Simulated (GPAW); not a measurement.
# O (Fmmm) in GPAW: single point with RPBE

Aim: the single point of O with RPBE.

Program: GPAW 26.7.0. These are calculated values, not measurements. Logs are shortened: lines on timing, memory, paths and dates and some standing lists are left out, and cuts for length are marked. The log counts tension as positive stress, the text compression.

### Step 1. The crystal as given

It takes space group Fmmm (No. 69, orthorhombic). The conventional cell has a = 3.004 Å, b = 3.780 Å, c = 7.798 Å, α = 90.00°, β = 90.00°, γ = 90.00°. Around O (site symmetry mm2) lie 1 O at 1.23 Å.

### Step 2. Single point, RPBE

The input, run.py:

```python
from ase import Atoms
from ase.dft.bandgap import bandgap
from ase.io import write
from ase.units import GPa
from gpaw import GPAW, PW

atoms = Atoms(['O', 'O'],
              cell=[[0.0, 1.889885, 3.898837],
                    [1.501773, 0.0, 3.898837],
                    [1.501773, 1.889885, 0.0]],
              scaled_positions=[[0.578902, 0.578902, 0.421098],
                                [0.421098, 0.421098, 0.578902]],
              pbc=True)

calc = GPAW(mode=PW(600),
            xc='RPBE',
            kpts={'size': (9, 9, 9), 'gamma': True},
            occupations={'name': 'fermi-dirac', 'width': 0.05},
            nbands=14,
            convergence={'density': 1e-05, 'energy': 1e-05},
            maxiter=80,
            txt='gpaw.txt')
atoms.calc = calc
energy = atoms.get_potential_energy()
forces = atoms.get_forces()
stress = atoms.get_stress()
calc.write('gs.gpw')
write('result.traj', atoms)
print(f'Energy: {energy:.6f} eV')
print('Forces (eV/A):')
print(forces.round(4))
print('Stress (GPa):', (stress / GPa).round(3))
print('Fermi level:', round(calc.get_fermi_level(), 4), 'eV')
print(f'Gap: {bandgap(calc)[0]:.4f} eV, direct: {bandgap(calc, direct=True)[0]:.4f} eV')
```

Potentials or basis: the program's PAW data sets (release 1.2.1) made for this functional, pw.

On the command line:

```
> OMP_NUM_THREADS=1 python run.py
```

gpaw.txt:

```text
__  _  _
 | _ |_)|_||  |
 |__||  | ||/\| - 26.7.0

Input parameters:
  mode=PW(ecut=600.0),
  convergence={'density': 1e-05, 'energy': 1e-05},
  kpts=MonkhorstPack(size=(9, 9, 9), gamma=True),
  maxiter=80,
  nbands=14,
  occupations=Occupations(name='fermi-dirac', width=0.05),
  xc=XC(name='RPBE')

Diagonalizing LCAO Hamiltonian
Converting LCAO to pw mode

       O

       O

Atoms  # Å, Bohr magnetons
|   | symbol |        x |        y |        z |    initial magnetic moments |
|---|--------|----------|----------|----------|-----------------------------|
| 0 |      O | 1.501773 | 1.889885 | 4.514089 | ( 0.0000,  0.0000,  0.0000) |
| 1 |      O | 1.501773 | 1.889885 | 3.283585 | ( 0.0000,  0.0000,  0.0000) |

Unit cell  # Å
| periodic |        x |        y |        z |  lengths |    angles |
|----------|----------|----------|----------|----------|-----------|
|      yes | 0.000000 | 1.889885 | 3.898837 | 4.332735 | 77.078246 |
|      yes | 1.501773 | 0.000000 | 3.898837 | 4.178068 | 70.031910 |
|      yes | 1.501773 | 1.889885 | 0.000000 | 2.413915 | 32.889844 |

Number of symmetries: 8
Symmetry operations  # r_c * U_cc + t_c -> r_c
|   | kind |            matrix            |
|---|------|------------------------------|
| 0 |  σ   |  1, 0, 0,  1, 0,-1,  1,-1, 0 |
| 1 |  E   |  1, 0, 0,  0, 1, 0,  0, 0, 1 |
| 2 |  C2  |  0, 1,-1,  1, 0,-1,  0, 0,-1 |
| 3 |  σ   |  0, 1,-1,  0, 1, 0, -1, 1, 0 |
| 4 |  C2  |  0,-1, 1,  0,-1, 0,  1,-1, 0 |
| 5 |  σ   |  0,-1, 1, -1, 0, 1,  0, 0, 1 |
| 6 |  i   | -1, 0, 0,  0,-1, 0,  0, 0,-1 |
| 7 |  C2  | -1, 0, 0, -1, 0, 1, -1, 1, 0 |

BZ-sampling:
  Number of BZ points: 729
  Number of IBZ points: 125

  Monkhorst-Pack size: [9, 9, 9]
  Monkhorst-Pack shift: [0, 0, 0]

K-points  # in reciprocal-cell coordinates
|     |                                coordinates |     weight |
|-----|--------------------------------------------|------------|
|   0 | (  0.00000000,   0.00000000,   0.00000000) | 0.00137174 |
|   1 | (  0.00000000,   0.11111111,   0.11111111) | 0.00274348 |
|   2 | (  0.00000000,   0.22222222,   0.22222222) | 0.00274348 |
|   3 | (  0.00000000,   0.33333333,   0.33333333) | 0.00274348 |
|   4 | (  0.00000000,   0.44444444,   0.44444444) | 0.00274348 |
|   5 | (  0.11111111,  -0.44444444,  -0.44444444) | 0.00548697 |
|   6 | (  0.11111111,  -0.33333333,  -0.44444444) | 0.00548697 |
|   7 | (  0.11111111,   0.00000000,   0.11111111) | 0.00274348 |
|   8 | (  0.11111111,   0.11111111,   0.00000000) | 0.00274348 |
|   9 | (  0.11111111,   0.11111111,   0.11111111) | 0.01097394 |
| ... |                                            |            |
| 124 | (  0.44444444,   0.44444444,   0.44444444) | 0.01097394 |

Plane wave coefficients: 752
Cutoff: 600.0 eV

Spin-components: 1 (collinear spins)
Bands:           14
Projectors:      10
Spin-degeneracy: 2
Datatype:        complex128

Density:
  Valence electrons: 12.0
  Components: 1
  Grid points: [25 25 25]
  Charge: 0.0  # |e|

Potential:
  Grid points: [25 25 25]

species:
  O:
    name:    Oxygen
    Z:       8.0
    valence: 6
    core:    2
    charge:  0.0  # [|e|]
    compensation charges:
      type: gauss
      rc: 0.21  # [Å]
      lmax: 2
    cutoffs:
      filter: 1.17  # [Å]
      core: 0.83  # [Å]
    projectors
    | kind |    occ | energy [eV] | rcut [Å] |
    |------|--------|-------------|----------|
    |   2s |  2.000 |     -24.041 |    0.688 |
    |   2p |  4.000 |      -8.984 |    0.598 |
    |    s |        |       3.170 |    0.688 |
    |    p |        |      18.228 |    0.598 |
    |    d |        |       0.000 |    0.619 |

    Using partial waves for O as LCAO basis

Reference energy: -4085.958367  # eV

eigensolver:
  PPCG
  Converge bands: occupied
  niter=2

density mixing:
  MSR1-Mixer
  Pratt-step length: 0.05
  Maximum mixing coefficient: 0.75
  Old densities: 10
  SVD Regularization: 0.005
  Good broyden scale: 1.0
  Trust region scale: 1.0
  Backstep threshold: 4.0
  History deletion threshold: 6.0
  Fourier metric: weight=20.0, sigma=0.015

occupation numbers:
  Fermi-Dirac:
    width: 0.0500  # eV

poisson solver:
  ecut: 4800.0  # eV

xc functional:
  name: RPBE with 2 nearest neighbor stencil

convergence criteria:
- Maximum integral of absolute [dens]ity change: 1e-05 electrons / valence electron
- Maximum [total energy] change in last 3 cyles: 1e-05 eV / valence electron
- Maximum integral of absolute [eigenst]ate change: 4e-08 eV^2 / valence electron
maximum number of iterations: 80

SCF iterations
|iter     | |      energy | eigst |  dens |
|---------|-|-------------|-------|-------|
|iter:   1| |   -9.636018 | +0.20 |       |
|iter:   2| |   -9.607135 | -2.14 | -1.18 |
|iter:   3| |   -9.434726 | -1.76 | -1.22 |
|iter:   4| |   -9.435199 | -3.25 | -1.81 |
|iter:   5| |   -9.435564 | -4.54 | -2.33 |
|iter:   6| |   -9.435579 | -6.21 | -3.23 |
|iter:   7| |   -9.435579c| -7.04 | -3.81 |
|iter:   8| |   -9.435579c| -7.78c| -4.86 |
|iter:   9| |   -9.435579c| -8.17c| -5.31c|

Converged in 9 steps
Energy contributions relative to reference atoms: (reference = -4085.958367)

Energy contributions:
  Kinetic:          11.768823
  Coulomb:         -13.289066
  Zero:              0.308833
  External:          0.000000
  Xc:               -8.219726
  Entropy:          -0.008887
  Spinorbit:         0.000000
  ----------------------------
  Free energy:      -9.440023
  Extrapolated:     -9.435579

dipole moment: (0.000001, 0.000001, 0.000002)  # |e|*Ang

Fermi level: 1.685
Eigenvalues  # (at kpt = [0.000, 0.000, 0.000])
| band index |      eig [eV] | occ [0-2] |
|------------|---------------|-----------|
|          0 |       -25.355 |     2.000 |
|          1 |       -13.250 |     2.000 |
|          2 |        -6.917 |     2.000 |
|          3 |        -3.406 |     2.000 |
|          4 |        -2.963 |     2.000 |
|          5 |         2.794 |     0.000 |
|          6 |         3.176 |     0.000 |
|          7 |        11.939 |     0.000 |
|          8 |        12.065 |     0.000 |
|          9 |        14.717 |     0.000 |
|         10 |        20.449 |     0.000 |
|         11 |        22.914 |     0.000 |
|         12 |        28.402 |     0.000 |
|         13 |        33.449 |     0.000 |

No gap
No difference between direct/indirect transitions

Forces  # eV/Ang
|        x |        y |        z |
|----------|----------|----------|
|  0.00000 | -0.00000 | -0.98061 |  # O    0
| -0.00000 |  0.00000 |  0.98061 |  # O    1

Stress tensor  # eV/Ang^3
|         x |         y |         z |
|-----------|-----------|-----------|
|  0.012629 |  0.000000 | -0.000000 |
|  0.000000 |  0.025275 | -0.000000 |
| -0.000000 | -0.000000 |  0.071856 |

# Writing to gs.gpw (mode='')
```

Wall time 42 s (1 thread of Arm Neoverse V1, shared host); peak memory 0.17 GiB.

What came out:

| Quantity | Value |
| --- | --- |
| Free energy | -9.4400 eV |
| Pressure | -5.9 GPa |
| Largest force | 0.981 eV/Å |
| Band gap on the k mesh | none (metal or under the smearing width) |

Forces on the atoms (eV/Å):
```
O    0.000  0.000 -0.981
O    0.000  0.000  0.981
```

Levels at points of the mesh, in eV from the Fermi level:
| k point | band 4 | band 5 | band 6 | band 7 | band 8 | band 9 |
| --- | --- | --- | --- | --- | --- | --- |
| (0.00, 0.00, 0.00) | -5.09 | -4.65 | 1.11 | 1.49 | 10.25 | 10.38 |

Caveat: the cutoff is short for stress and forces, so pressures can be off by a GPa or more; spin is off for a triplet molecule; the program warned that so skewed a cell can give wrong results.
